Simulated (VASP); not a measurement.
# How biaxial strain in the (110) plane changes BAs (F-43m)

Wanted: the response of BAs to biaxial strain in the (110) plane, as a table, with a fit that predicts a row left out.

Calculated with VASP 6.6.1; LDA; plane waves and PAW (B, As), in the first sound run; inputs show where later runs differ.

This is a report of a sequence of runs, with most program output left out.

## Step 1: Set-up

It takes space group F-43m (No. 216, cubic). The conventional cell has a = 4.777 Å, b = 4.777 Å, c = 4.777 Å, α = 90.00°, β = 90.00°, γ = 90.00°. Nearest to B lie 4 As at 2.07 Å. Nearest to As lie 4 B at 2.07 Å. Farther neighbours are not listed.

Structure file:

```cif
data_structure
_symmetry_space_group_name_H-M 'P 1'
_symmetry_Int_Tables_number 1
_cell_length_a 3.3778
_cell_length_b 3.3778
_cell_length_c 3.3778
_cell_angle_alpha 60.000
_cell_angle_beta 60.000
_cell_angle_gamma 60.000
_cell_volume 27.25
loop_
_atom_site_label
_atom_site_type_symbol
_atom_site_fract_x
_atom_site_fract_y
_atom_site_fract_z
_atom_site_occupancy
B1 B 0.00000 0.00000 0.00000 1
As2 As 0.25000 0.25000 0.25000 1
```

## Step 2: Relax the crystal, LDA

The series starts from the cell that this level prefers, so that zero strain is near zero stress.

This step took 2 runs in a row; the last is shown.

Level: LDA; plane waves and PAW (B, As).

File INCAR:

```
SYSTEM = BAs
PREC = Accurate
ENCUT = 480
EDIFF = 1E-07
NELM = 120
ISMEAR = 0
SIGMA = 0.02
LREAL = .FALSE.
ALGO = Normal
GGA = CA
NBANDS = 10
LASPH = .TRUE.
LORBIT = 11
LWAVE = .FALSE.
LCHARG = .FALSE.
KPAR = 12
IBRION = 2
NSW = 40
ISIF = 3
EDIFFG = -0.005
POTIM = 0.4
```

File POSCAR:

```
BAs
1.0
    0.0000000000      2.3711864423      2.3711864423
    2.3711864423      0.0000000000      2.3711864423
    2.3711864423      2.3711864423      0.0000000000
B As
1 1
Direct
    0.0000000000      0.0000000000      0.0000000000
    0.2500000000      0.2500000000      0.2500000000
```

File KPOINTS:

```
Automatic mesh
0
Gamma
11 11 11
0 0 0
```

Potentials, in the order of the species: B and As (LDA family, release 64).

The run is started by

```console
> mpirun -np 12 vasp_std
```

It took 2.2 s on 12 MPI ranks of Intel Xeon 6975P-C (Granite Rapids), shared host; peak memory 1.5 GiB; 18 s of CPU time.

Read from the output:

- energy(sigma→0) of the program: -12.9263 eV
- stress, compression positive: 0.00 along [110], 0.00 across it (mean), GPa
- volume: 26.664 Å³
- ionic steps: 1

## Step 3: Strain along the normal, LDA

One member in full: the plane is strained by 0.5 %, and the strain along the normal is moved by secant steps until the normal stress is under 0.012 GPa or five steps are spent; the atoms relax at each step.

This step took 3 runs, each at a new trial strain with the atoms of the one before; the last is shown.

Level: LDA; plane waves and PAW (B, As).

Changes to INCAR since step 2:

```diff
@@ -15,7 +15,7 @@
 LCHARG = .FALSE.
-KPAR = 12
-IBRION = 2
-NSW = 40
-ISIF = 3
-EDIFFG = -0.005
-POTIM = 0.4
+KPAR = 3
+IBRION = 1
+NSW = 25
+ISIF = 2
+EDIFFG = -0.004
+POTIM = 0.3
```

File POSCAR:

```
BAs
1.0
   -0.0077103870      2.3753319870      2.3830423750
    2.3753319870     -0.0077103870      2.3830423750
    2.3676216000      2.3676216000      0.0000000000
B As
1 1
Direct
    0.9997122800      0.9997122800      0.0002877200
    0.2502877200      0.2502877200      0.2497122800
```

KPOINTS is that of step 2.

The run is started by

```console
> mpirun -np 3 vasp_std
```

The job ended after 6.4 s (3 MPI ranks; peak memory 0.47 GiB; 17 s of CPU time).

Read from the output:

```
energy(sigma→0) of the program : -12.9248 eV
stress, compression positive   : 0.00 along [110], -1.84 across it (mean), GPa
ionic steps                    : 1
```

## Step 4: Band edges, TB-mBJ with spin-orbit coupling

Short lines in KPOINTS_OPT sample the zone centre along and across the normal of the plane, for masses, and the other valleys.

Level: TB-mBJ, spin-orbit coupling; plane waves and PAW (B, As).

TB-mBJ has no energy functional, so the total energy, stress and pressure in this output mean nothing.

File INCAR:

```
SYSTEM = BAs
PREC = Accurate
ENCUT = 480
EDIFF = 1E-06
NELM = 150
ISMEAR = 0
SIGMA = 0.02
LREAL = .FALSE.
ALGO = Normal
METAGGA = MBJ
LASPH = .TRUE.
LNONCOLLINEAR = .TRUE.
MAGMOM = 0 0 0 0 0 0
NBANDS = 18
GGA_COMPAT = .FALSE.
LSORBIT = .TRUE.
LWAVE = .FALSE.
LCHARG = .FALSE.
KPAR = 3
```

POSCAR is that of step 3.

File KPOINTS:

```
Automatic mesh
0
Gamma
9 9 9
0 0 0
```

File KPOINTS_OPT:

```
Line mode
6
Line-mode
Reciprocal
  0.00000000   0.00000000   0.00000000
  0.01332255   0.01332255   0.02664510

  0.00000000   0.00000000   0.00000000
 -0.01340932   0.01340932   0.00000000

  0.31000000   0.31000000   0.00000000
  0.50000000   0.50000000   0.00000000

  0.00000000   0.31000000   0.31000000
  0.00000000   0.50000000   0.50000000

  0.45000000   0.45000000   0.45000000
  0.50000000   0.50000000   0.50000000

  0.45000000   0.00000000   0.00000000
  0.50000000   0.00000000   0.00000000

  0.42500000   0.42500000   0.00000000
  0.42493864   0.44390229   0.01884093

  0.50000000   0.50000000   0.50000000
  0.48659068   0.51340932   0.50000000
```

The run is started by

```console
> mpirun -np 3 vasp_ncl
```

The job ended after 2.1 min (3 MPI ranks; peak memory 1.2 GiB; 6.3 min of CPU time).

## Step 5: Band edges, r2SCAN with spin-orbit coupling

Level: r2SCAN, spin-orbit coupling; plane waves and PAW (B, As).

Changes to INCAR since step 4:

```diff
@@ -4,3 +4,3 @@
 EDIFF = 1E-06
-NELM = 150
+NELM = 100
 ISMEAR = 0
@@ -9,3 +9,3 @@
 ALGO = Normal
-METAGGA = MBJ
+METAGGA = R2SCAN
 LASPH = .TRUE.
```

POSCAR is that of step 4.

KPOINTS is that of step 4.

KPOINTS_OPT is that of step 4.

The run is started by

```console
> mpirun -np 3 vasp_ncl
```

It took 2 min on 3 MPI ranks; peak memory 1.2 GiB; 5.8 min of CPU time.

Numbers from this step:

- energy(sigma→0) of the program: -170.3951 eV
- stress, compression positive: 3.60 along [110], 1.64 across it (mean), GPa

The run ends at a pressure of 2.29 GPa, with forces up to 7.5e-4 eV/Å.

## Step 6: All members

Runs beyond LDA use the data sets made with LDA; this shifts their levels slightly, and their total energies have another zero (at TB-mBJ, which has no energy functional, they mean nothing).

The other members went through these steps as far as the tables show, with the same cutoff and, step by step, the same mesh; 41 runs are not shown. The session took 2.2 core hours (wall time by ranks) on a shared machine.

| in-plane strain (%) | strain along the normal (%) | mean of the two in-plane stresses, tension positive (GPa) | energy above the unstrained row (meV/atom) | gap on the mesh, LDA (eV) |
| --- | --- | --- | --- | --- |
| -2.000 | 0.706 | -7.967 | 12.970 | 0.792 |
| -1.500 | 0.514 | -5.886 | 7.254 | 0.912 |
| -1.000 | 0.332 | -3.864 | 3.215 | 1.011 |
| -0.500 | 0.162 | -1.904 | 0.811 | 1.076 |
| 0 | 0.000 | -0.001 | 0.000 | 1.136 |
| 0.500 | -0.150 | 1.838 | 0.747 | 1.092 |
| 1.000 | -0.292 | 3.613 | 3.004 | 1.050 |
| 1.500 | -0.424 | 5.318 | 6.730 | 1.008 |
| 2.000 | -0.546 | 6.962 | 11.882 | 0.970 |

Slopes at zero strain, from cubics through all rows: strain ratio -0.312, stress over strain 374 GPa.

Band edges at TB-mBJ with spin-orbit coupling, counted from the valence-band top at Γ, spin-orbit pairs averaged, with one row partly withheld:

| in-plane strain (%) | gap (eV) | conduction band at Γ (eV) | Δ or X valley along z (eV) | Δ or X valley along x (eV) | lowest conduction level at L, [111] (eV) | lowest conduction level at L, [-111] (eV) | second valence level below the top (eV) | third valence level below the top (eV) |
| --- | --- | --- | --- | --- | --- | --- | --- | --- |
| -2.000 | 1.342 | 3.473 | 1.342 | 1.589 | 3.602 | 3.175 | 0.098 | 0.377 |
| -1.500 | 1.444 | 3.522 | 1.441 | 1.609 | 3.527 | 3.219 | 0.085 | 0.318 |
| -1.000 | 1.532 | 3.566 | 1.525 | 1.628 | 3.453 | 3.256 | 0.066 | 0.268 |
| -0.500 | 1.605 | ? | 1.600 | 1.647 | 3.381 | 3.286 | 0.037 | 0.230 |
| 0 | 1.669 | 3.622 | 1.665 | 1.665 | 3.309 | 3.309 | 0.000 | 0.205 |
| 0.500 | 1.643 | 3.580 | 1.677 | 1.639 | 3.194 | 3.280 | 0.043 | 0.232 |
| 1.000 | 1.613 | 3.516 | 1.678 | 1.610 | 3.078 | 3.242 | 0.090 | 0.269 |
| 1.500 | 1.580 | 3.439 | 1.669 | 1.577 | 2.959 | 3.195 | 0.140 | 0.313 |
| 2.000 | 1.549 | 3.357 | 1.654 | 1.546 | 2.844 | 3.144 | 0.185 | 0.357 |

Band edges at r2SCAN with spin-orbit coupling, counted from the valence-band top at Γ, spin-orbit pairs averaged:

| in-plane strain (%) | gap (eV) | conduction band at Γ (eV) | Δ or X valley along z (eV) | Δ or X valley along x (eV) | lowest conduction level at L, [111] (eV) | lowest conduction level at L, [-111] (eV) | second valence level below the top (eV) | third valence level below the top (eV) |
| --- | --- | --- | --- | --- | --- | --- | --- | --- |
| -2.000 | 0.952 | 3.117 | 0.952 | 1.226 | 3.360 | 2.907 | 0.100 | 0.381 |
| -1.500 | 1.058 | 3.167 | 1.055 | 1.241 | 3.275 | 2.949 | 0.087 | 0.323 |
| -1.000 | 1.149 | 3.210 | 1.143 | 1.256 | 3.192 | 2.984 | 0.067 | 0.276 |
| -0.500 | 1.224 | 3.246 | 1.220 | 1.270 | 3.111 | 3.011 | 0.037 | 0.239 |
| 0 | 1.288 | 3.267 | 1.284 | 1.284 | 3.030 | 3.030 | 0.000 | 0.215 |
| 0.500 | 1.258 | 3.225 | 1.296 | 1.255 | 2.909 | 2.999 | 0.043 | 0.242 |
| 1.000 | 1.226 | 3.160 | 1.296 | 1.223 | 2.785 | 2.957 | 0.089 | 0.278 |
| 1.500 | 1.191 | 3.082 | 1.285 | 1.188 | 2.660 | 2.906 | 0.138 | 0.321 |
| 2.000 | 1.157 | 2.998 | 1.265 | 1.155 | 2.538 | 2.849 | 0.183 | 0.364 |

## Step 7: Working out the slope

The quantity to fit is the conduction level at Γ above the mean of the three top valence levels at TB-mBJ with spin-orbit coupling: 3.631, 3.657, 3.677, 3.690, 3.672, 3.636, 3.590, 3.538 eV in the rows shown.

A least-squares parabola through the 8 rows shown, with e the strain in %: E = − 0.02598 e² − 0.02249 e + 3.686 (eV), r.m.s. residual 0.0038 eV.

For the withheld row, e = -0.5, the fit gives 3.6905 eV.

## Step 8: Prediction against calculation

The calculation gives 3.6899 eV, so the prediction is 0.0006 eV too high, within twice the residual of the fit.

The rows do not lie on one parabola (a picked bound of 1 % of their span for the r.m.s. residual). Levels that cross, a degenerate level that splits or an edge that moves to another point can do that; which it is was not traced. So the linear term is no slope at zero strain, and none is listed.

## Step 9: Results

```
ratio of normal to in-plane strain                          : -0.312
biaxial modulus                                             : 374 GPa
gap of the unstrained cell, TB-mBJ with spin-orbit coupling : 1.67 eV
gap of the unstrained cell, r2SCAN with spin-orbit coupling : 1.29 eV
error of the predicted row                                  : 0.6 meV
```

What this shows: As a check, the curvature of the energy gives 374 GPa for the same modulus (energy per volume = M × strain²), 0 % from the slope of the stress. At TB-mBJ with spin-orbit coupling the lowest conduction valley is Δ or X throughout, and the gap runs between 1.34 and 1.67 eV. At r2SCAN with spin-orbit coupling the lowest conduction valley is Δ or X throughout, and the gap runs between 0.95 and 1.29 eV. Hole masses are left out throughout, since the top bands are degenerate or cross in many series; of conduction masses, those of the Γ, L and (for Si and Ge under (001) strain) Δ valleys are kept where they change by under an eighth between rows. A measured gap of unstrained BAs is 4.12 eV (arxiv:1911.04914, direct gap from square of absorption coefficient, average of two samples, so it belongs beside the lowest direct gap, not the least one, 300 K); the static gaps here belong to the lattice relaxed at LDA. TB-mBJ is a potential fitted for gaps; it has no energy functional, so its total energies and forces mean nothing, and its bands tend to come out too narrow. r2SCAN opens gaps somewhat over GGA but leaves them below measured values as a rule. Δ or X levels are the lowest on their line, refined by a parabola unless they lie at X; the gap is read from all points sampled and can differ from the lowest valley by some meV, or by tens of meV where strain moves the valence top off Γ. Temperature, zero-point motion and excitons are left out.

[Lines on the potential files, build, host, timing and source positions are cut from VASP's logs without a mark.]

[Logs are printed without paths, hosts, clocks, repeated set-up lines and the standing remarks that a program may print on its own settings, such as how far it seeks lower states.]

[Hosts, paths, dates, database ids (printed as entryN), source tags and the programs' standing remarks are cut or masked in the printed files.]

[In band tables of VASP the shares of atoms and orbitals are scaled to a sum of 1 inside the atoms' spheres.]
